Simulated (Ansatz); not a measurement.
# InSe (R3m) in Ansatz: band structure with revPBE0

Aim: the band structure of InSe with revPBE0.

Program: Ansatz 0.2.0. These are calculated values, not measurements. Logs are shortened: lines on timing, memory, paths and dates and some standing lists are left out, and cuts for length are marked.

**The experiment to reproduce.**

From “The Interaction of Hydrogen with the van der Waals Crystal γ-InSe”, 2020, pmc:7321205, for a bulk crystal of InSe at 300 K: band gap 1.25 eV.

The results are compared with them further down.

## (1) The structure

The structure is trigonal, space group R3m (No. 160). Conventional cell: a = 4.000 Å, b = 4.000 Å, c = 25.320 Å, α = 90.00°, β = 90.00°, γ = 120.00°. In (site symmetry 3m) is surrounded by 3 Se at 2.63 Å and 1 In at 2.82 Å. In (site symmetry 3m) has 3 Se at 2.64 Å and 1 In at 2.82 Å as nearest neighbours. Se (site symmetry 3m) is surrounded by 3 In at 2.63 Å. Se (site symmetry 3m) has 3 In at 2.64 Å as nearest neighbours.

## (2) Band structure, revPBE0

The input, input.yaml:

```yaml
crystal:
  lattice:
    - [2.0, 1.1547005384, 8.44]
    - [-2.0, 1.1547005384, 8.44]
    - [0.0, -2.3094010768, 8.44]
  atoms:
    - { symbol: In, position: [0.8886, 0.8886, 0.8886] }
    - { symbol: In, position: [0.0, 0.0, 0.0] }
    - { symbol: Se, position: [0.1719, 0.1719, 0.1719] }
    - { symbol: Se, position: [0.3835, 0.3835, 0.3835] }
hamiltonian:
  xc: revpbe0
  pseudopotentials: { kind: paw }
kpoints:
  mp_grid: { grid: [5, 5, 5] }
  band_path:
    path:
      - [[0.0, 0.0, 0.0], [0.5, 0.0, 0.0], [0.5, 0.1791451724, -0.1791451724]]
      - [[0.8208548276, 0.5, 0.1791451724], [0.5, 0.5, 0.5], [0.0, 0.0, 0.0], [0.3395725862, 0.0, -0.3395725862]]
      - [[0.6604274138, 0.3395725862, 0.0], [0.5, 0.5, 0.0], [0.6604274138, 0.6604274138, 0.1791451724], [0.5, 0.5, 0.5]]
      - [[0.5, 0.0, 0.0], [0.8208548276, 0.3395725862, 0.3395725862]]
    npoints: 4
scf:
  occupations: { method: fermi_dirac, width: 0.05 }
  n_extra_bands: 10
output:
  forces: true
  stress: true
  eigenvalues: true
  fatbands: false
```

Potentials or basis: Ansatz PAW.

Run with:

```sh
> ansatz run input.yaml --threads 2 --pin off --max-ram 5632MiB --backend cpu --events-out ev --progress --plain --runs-dir out
```

Log:

```text
Warning: output.stress: scf.convergence.dr2_threshold = 1e-7 eV (the SCF's general default) is looser than the 4e-10 eV advised for a printed stress (1e-10 eV for each atom of the cell: 4). What an SCF threshold leaves in a stress goes as its square root, and in the free energy as the threshold itself, and one threshold admits the most on a small cell: of the crystals measured, under no hybrid functional and no lock of the moments, on runs that ended without the residual-converged pass, on stresses that held no estimate of that error, the worst erred by over 100 MPa in a component at 1e-7 eV an atom and by under 5 at 1e-10. Set scf.convergence.dr2_threshold to 4e-10 eV or tighter. The threshold is an SCF's pass mark: one that does not reach it within its budget of iterations ends unconverged, or closes short of it on a stop that the run arms, and scf.convergence.dr2_threshold's page says what that costs each kind of run
Warning: output.stress: scf.exx.energy_threshold = 1e-6 eV is looser than the 4e-8 eV advised for a stress under a hybrid functional (1e-8 eV for each atom of the cell: 4). Every SCF of the exchange loop can meet its threshold on dr2 while the loop round them stops early: no threshold on dr2 bounds what that leaves in the stress. Set scf.exx.energy_threshold to 4e-8 eV or tighter. The threshold is the loop's pass mark: a loop that does not reach it within its budget of cycles ends unconverged, and scf.exx.energy_threshold's page has the law
Warning: RAYON_NUM_THREADS=2 ignored (pool sized by the plan → 2); use --threads N
basis.fft_grid_basis auto: the FFT boxes are laid along the combinations [[1, 0, -1], [0, 1, -1], [0, 0, 1]] of the cell's own vectors, 4.000, 4.000 and 8.750 Å long. The dense box has 27×27×60 points. Along the cell's own vectors, as sized, it would have 60×60×60, 4.94 times as many. Of the 6 symmetry operations that the crystal satisfies within crystal.symmetry.tolerance (time reversal apart; of a slab, those that keep its plane) the dense box along the cell's own vectors carries 6, and the one as laid loses 4 of those. basis.fft_grid_basis: typed keeps the cell's own vectors: state it where this run's energies or levels are differenced outside the engine with another run's, or held beside a run that keeps those vectors.
scf.n_extra_bands = 10 over 29 filled bands (N_el = 58.0): the run solves 39 bands
Engine: ansatz 0.2.0, x86_64-unknown-linux-gnu
Pseudopotentials: kind: paw
Pseudopotential: In, paw, valence charge 13, recommended cutoff 420 eV (normal), In.paw.azcp
Pseudopotential: Se, paw, valence charge 16, recommended cutoff 420 eV (normal), Se.paw.azcp
Functional definition: revPBE0
  parameter a = 0.25
  parameter kappa = 1.245
  parameter beta = 0.06672455060314922
  exchange = (1 - a)*pbe_x(kappa = kappa, mu = beta*pi^2/3) + a*exact_x
  correlation = pbe_c(beta = beta)
Crystal: 4 atoms, lattice volume = 116.948 Å³
Basis set: ecut = 420 eV, 2309 PW (Γ), FFT grids on a1−a3, a2−a3, a3, exchange–correlation on 54×54×120 points (8 copies of the dense FFT grid, shifted against one another)
Bands: 39, of which v1, the nominal top of the filled ones, is band 29 counted from 1 (28 counted from 0)
Symmetry: 6 space group operations
Space group: R3m (ITA 160), of the structure as read, at distance tolerance 4.9e-5 Å
k-points: 19 of 125 (time reversal used)
Non-local potential: In, projectors of the file, l = 0: 2, l = 1: 2, l = 2: 2, l = 3: 2
Non-local potential: Se, projectors of the file, l = 0: 2, l = 1: 2, l = 2: 3, l = 3: 1
PAW form: soft (Blöchl's): semilocal exchange-correlation on the pseudo side does not see the compensation charge
PAW frozen core: In, regenerated for the run's functional, and the local potential with it (the file was generated under x = pbe(κ = 0.804, μ = 0.2195149727645171), c = pbe(β = 0.06672455060314922))
PAW frozen core: Se, regenerated for the run's functional, and the local potential with it (the file was generated under x = pbe(κ = 0.804, μ = 0.2195149727645171), c = pbe(β = 0.06672455060314922))
PAW one-centre angular grid: In, 590 points (default); XC on 64 Gauss nodes
PAW one-centre angular grid: Se, 590 points (default); XC on 64 Gauss nodes
Initial density: superposition of atomic densities (neutral atoms: chi_scale 0, normalization atom), corrected by the library's trained network
Initial wavefunctions: pseudopotential atomic-orbital guess
Functional: x = revpbe(κ = 1.245, μ = 0.2195149727645171), c = pbe(β = 0.06672455060314922), warm-up for x = 0.75 revpbe(κ = 1.245, μ = 0.2195149727645171) + 0.25 exact, c = pbe(β = 0.06672455060314922)
SCF iter   1: F=—  HF=-22156.460100 eV  |F-HF|=—  |Δ(HF+E_count)|=         —  Δρ=2.62e-3  dr2=8.63e-3  ethr=1.77e-3  ⟨swp⟩=11.5  Hψ=3275  notcnv=0
preconditioner: auto → none  [insulator: Δε(μ)=1.015 eV  Ē_g=15.674 eV  σ=0.050 eV  W_gap=1.00  n_scr=30 (ndim 8)  ℏωp=21.2 eV  f_vac=0.086  D(μ)=0.00/eV (n_scr^D=0)]
SCF iter   2: F=—  HF=-22156.461125 eV  |F-HF|=—  |Δ(HF+E_count)|=   1.03e-3  Δρ=1.27e-3  dr2=1.09e-2  ethr=1.49e-5  ⟨swp⟩=5.4  Hψ=2238  notcnv=0  defer=6
SCF iter   3: F=—  HF=-22156.459504 eV  |F-HF|=—  |Δ(HF+E_count)|=   1.62e-3  Δρ=5.94e-4  dr2=1.39e-3  ethr=1.49e-5  ⟨swp⟩=4.1  Hψ=1749  notcnv=0  defer=2
iter 4 solved again at ethr=1.44e-7 eV; its pass at ethr=2.39e-6 eV (dr2=8.38e-5 eV) is discarded
SCF iter   4: F=-22156.459474 eV  HF=-22156.459459 eV  |F-HF|=1.50e-5  |Δ(HF+E_count)|=   4.48e-5  Δρ=2.60e-4  dr2=8.79e-5  ethr=1.44e-7  ⟨swp⟩=4.0  Hψ=3080  notcnv=0
SCF 1 stopped early in 4 iterations: F = -22156.459474 eV  dr2 = 8.79e-5
Initial density: handed on by an earlier stage of this run
[... 18 lines left out ...]
SCF iter   2: F=—  HF=-22160.857781 eV  |F-HF|=—  |Δ(HF+E_count)|=   1.56e-6  Δρ=2.44e-5  dr2=5.80e-7  ethr=6.94e-9  ⟨swp⟩=4.0  Hψ=2178  notcnv=0
SCF iter   3: F=—  HF=-22160.857782 eV  |F-HF|=—  |Δ(HF+E_count)|=   1.19e-6  Δρ=1.36e-5  dr2=1.63e-7  ethr=6.05e-10  ⟨swp⟩=4.6  Hψ=1919  notcnv=0  defer=3
SCF iter   4: F=—  HF=-22160.857782 eV  |F-HF|=—  |Δ(HF+E_count)|=   1.33e-8  Δρ=3.84e-6  dr2=1.71e-8  ethr=2.26e-10  ⟨swp⟩=2.4  Hψ=1423  notcnv=0  defer=3
SCF iter   5: F=—  HF=-22160.857782 eV  |F-HF|=—  |Δ(HF+E_count)|=   3.72e-8  Δρ=1.24e-6  dr2=3.55e-9  ethr=1.86e-11  ⟨swp⟩=5.1  Hψ=1977  notcnv=0  defer=8
SCF iter   6: F=-22160.857782 eV  HF=-22160.857782 eV  |F-HF|=7.64e-11  |Δ(HF+E_count)|=  6.08e-10  Δρ=2.75e-7  dr2=3.15e-10  ethr=4.66e-12  ⟨swp⟩=3.2  Hψ=1481  notcnv=0  defer=3
SCF 3 converged in 6 iterations: F = -22160.857782 eV  dr2 = 3.15e-10
  Residual-converged pass: ⟨swp⟩=3.4  Hψ=1809  notcnv=0  max |occ|·‖R‖ = 6.3e-7 eV (tolerance 6.3e-7 eV)  dr2=3.17e-10  dr2_onsite=7.69e-11  max |Δocc| = 6.4e-19
hybrid outer 2: dexx = +1.711e-6 eV, tail = 6.24e-8 eV, Δε = 2.77e-3 eV (about 1.19e-4 eV left of the loop's levels), ΔF = 5.70e-3 eV/Å (tail 1.13e-3)
Frozen-core exchange: fock
SCF iter   1: F=—  HF=-22160.857783 eV  |F-HF|=—  |Δ(HF+E_count)|=         —  Δρ=8.39e-7  dr2=7.68e-10  ethr=5.38e-10  ⟨swp⟩=9.3  Hψ=1810  notcnv=0
preconditioner: auto → none  [insulator: Δε(μ)=2.228 eV  Ē_g=18.403 eV  σ=0.050 eV  W_gap=1.00  n_scr=30 (ndim 8)  ℏωp=21.2 eV  f_vac=0.087  D(μ)=0.00/eV (n_scr^D=0)]
SCF iter   2: F=-22160.857783 eV  HF=-22160.857783 eV  |F-HF|=2.91e-11  |Δ(HF+E_count)|=  5.02e-10  Δρ=3.14e-7  dr2=1.64e-10  ethr=1.17e-12 (applied; sched 1.10e-12)  ⟨swp⟩=4.0  Hψ=2230  notcnv=0
SCF 4 converged in 2 iterations: F = -22160.857783 eV  dr2 = 1.64e-10
  Residual-converged pass: ⟨swp⟩=2.0  Hψ=1292  notcnv=0  max |occ|·‖R‖ = 6.3e-7 eV (tolerance 9.6e-7 eV)  dr2=1.64e-10  dr2_onsite=6.22e-11  max |Δocc| = 4.2e-20
hybrid outer 3: dexx = +5.703e-10 eV, tail = 4.70e-10 eV, Δε = 6.86e-5 eV (about 1.38e-5 eV left of the loop's levels), ΔF = 2.71e-4 eV/Å (tail 2.42e-4)
NSCF: frozen V_eff on 40 k-points
hybrid SCF converged: 3 outer / 16 inner (+4 warm-up), last move |dexx| = 5.70e-10 eV, tail = 4.70e-10 eV
Stability not checked: this state was not tested for a lower state beside it, because the functional holds exact exchange (a hybrid, or Hartree-Fock), whose exchange loop this test does not read (fock_operator; see scf.lower_state_search)
Free energy (F): -22160.857783 eV
Frozen-core exchange: fock
Harris-Foulkes:  -22160.857783 eV  (|F-HF|=2.91e-11)
Internal energy: -22160.857783 eV  (E = F + TS)
E sigma→0 (E₀):  -22160.857783 eV
Fermi energy:    7.521721 eV
--- Per-component energies (eV) ---
  E_band       = -1076.452454
  E_kinetic    = 722.155963
  E_local      = -7917.867775  (includes V_loc(G=0)·N_el)
  E_nonlocal   = -460.585920
  E_hartree    = 3656.571649
  E_xc         = -491.167976
  E_vxc        = -303.524433  (∫ρ·V_xc dr)
  E_exx        = -225.330273  (= α·E_x^exact, valence–valence)
  E_paw        = -12079.061542  (= ΣΔE_a)
  E_vpaw       = 20.888167  (= ΣTr[D̂ρ^β])
  E_aug_tail   = -0.001153  (compensation charges beyond the density's cutoff)
  E_ewald      = -5364.203816
  E_core_change = -1.366939  (= ΣΔE_core)
  E_smearing   = -0.000000  (= −TS)
  E_closure    = 0.000000  (closes the sum)
  Σ components = -22160.857783   (vs F -22160.857783, Δ=0.00e0)
--- Forces (eV/Å), atoms counted from 1 ---
  atom   1  In     0.00000000    -0.00000000     0.19739284
  atom   2  In    -0.00000000     0.00000000    -0.17809518
  atom   3  Se     0.00000000     0.00000000     0.03692282
  atom   4  Se     0.00000000     0.00000000    -0.05621873
  max |Σ_I F_I| component: 1.75e-6 eV/Å
--- Stress (GPa, compression-positive) ---
        2.232577       0.000000       0.000000
        0.000000       2.232577      -0.000000
       -0.000000      -0.000000       1.181253
  P = ⅓ Tr σ = 1.8821 GPa (18.821 kbar)
--- Band table (eV; the first three rows and the last of 19) ---
  k-point 0: bands = ["-44.6846", "-44.6846", "-44.6742", "-44.6742", "-44.6568", "-44.6568", "-44.6478", "-44.6478", "-44.6452", "-44.6367", "-10.0809", "-9.9252", "-9.9252", "-9.8521", "-9.8521", "-9.8192", "-9.8192", "-9.6418", "-9.6418", "-9.6107", "-8.3289", "-7.9049", "-0.3584", "2.9194", "4.9943", "5.1205", "5.1205", "5.2203", "5.2203", "9.7501", "10.1906", "12.5660", "12.5660", "13.3494", "13.7233", "13.7233", "15.7538", "16.8841", "17.3527"]
  k-point 1: bands = ["-44.6846", "-44.6845", "-44.6742", "-44.6741", "-44.6568", "-44.6567", "-44.6478", "-44.6478", "-44.6452", "-44.6367", "-10.1004", "-10.0071", "-9.9612", "-9.9165", "-9.8291", "-9.8255", "-9.8034", "-9.6840", "-9.6454", "-9.5419", "-7.9116", "-7.5434", "-0.0602", "2.1325", "3.2467", "4.4116", "4.6516", "4.8009", "5.4887", "10.2725", "10.5461", "12.1377", "12.4705", "12.8825", "14.2935", "14.5393", "14.8151", "16.3627", "17.1331"]
  k-point 2: bands = ["-44.6845", "-44.6844", "-44.6741", "-44.6740", "-44.6567", "-44.6567", "-44.6478", "-44.6478", "-44.6451", "-44.6366", "-10.2059", "-10.0974", "-10.0186", "-9.9127", "-9.8446", "-9.7827", "-9.7666", "-9.7071", "-9.6501", "-9.4871", "-7.1358", "-6.9066", "-0.2649", "0.6666", "2.4583", "4.0659", "4.1421", "4.1908", "5.0098", "9.2279", "10.0646", "11.7286", "12.1831", "12.9806", "14.7040", "14.7853", "15.4614", "15.9840", "17.4616"]
  k-point 18: bands = ["-44.6846", "-44.6845", "-44.6742", "-44.6741", "-44.6568", "-44.6567", "-44.6478", "-44.6478", "-44.6452", "-44.6367", "-10.0979", "-10.0020", "-9.9687", "-9.9167", "-9.8291", "-9.8254", "-9.8034", "-9.6862", "-9.6452", "-9.5416", "-7.8038", "-7.6629", "0.1479", "1.9701", "3.3749", "3.6652", "4.5642", "4.8992", "6.1948", "9.9697", "10.7868", "12.0777", "12.5547", "12.7504", "14.6412", "14.7048", "15.1880", "16.0273", "16.5832"]
```

Run time: 10 min. Hardware: 2 threads of Intel Xeon 6975P-C (Granite Rapids), shared host; peak memory 3.4 GiB.

What came out:

* Free energy: -22160.8578 eV
* Pressure: 1.9 GPa
* Largest force: 0.197 eV/Å
* Band gap along the path: 1.84 eV, direct

Forces in eV/Å, atoms in the order of the input:
```
In   0.000  0.000  0.197
In   0.000  0.000 -0.178
Se   0.000  0.000  0.037
Se   0.000  0.000 -0.056
```

Levels at the corners of the path, in eV from the valence-band top:
| point | band 27 | band 28 | band 29 | band 30 | band 31 | band 32 |
| --- | --- | --- | --- | --- | --- | --- |
| Γ | -1.49 | -1.39 | -1.39 | 3.14 | 3.58 | 5.96 |
| L | -2.63 | -2.51 | -1.83 | 2.50 | 3.43 | 5.10 |
| B1 | -2.86 | -2.54 | -1.90 | 2.98 | 3.97 | 4.79 |
| B | -2.86 | -2.54 | -1.90 | 2.98 | 3.97 | 4.79 |
| Z | -1.31 | -1.31 | 0.00 | 1.84 | 3.66 | 5.86 |
| Γ | -1.49 | -1.39 | -1.39 | 3.14 | 3.58 | 5.96 |
| X | -2.90 | -2.52 | -1.87 | 3.02 | 3.87 | 4.84 |
| Q | -2.90 | -2.52 | -1.87 | 3.02 | 3.87 | 4.84 |
| F | -2.80 | -2.32 | -1.64 | 2.57 | 3.33 | 4.74 |
| P1 | -2.77 | -2.35 | -1.77 | 2.80 | 3.16 | 4.81 |
| Z | -1.31 | -1.31 | 0.00 | 1.84 | 3.66 | 5.86 |
| L | -2.63 | -2.51 | -1.83 | 2.50 | 3.43 | 5.10 |
| P | -2.77 | -2.35 | -1.77 | 2.80 | 3.16 | 4.81 |

Caveat: spin-orbit coupling is left out, which moves the levels of the heavy elements; the PAW data sets come from PBE, with cores solved anew for the run's functional, which leaves a small shift of forces and pressure; the thresholds are loose for stress.

## (3) Comparison with measurements

Step 2. A measured gap of InSe is 1.25 eV (300 K; “The Interaction of Hydrogen with the van der Waals Crystal γ-InSe”, 2020, pmc:7321205); the calculated 1.84 eV misses it by +0.59 eV. Spin-orbit coupling on In, Se is left out. The value is that of revPBE0, without temperature or zero-point motion.
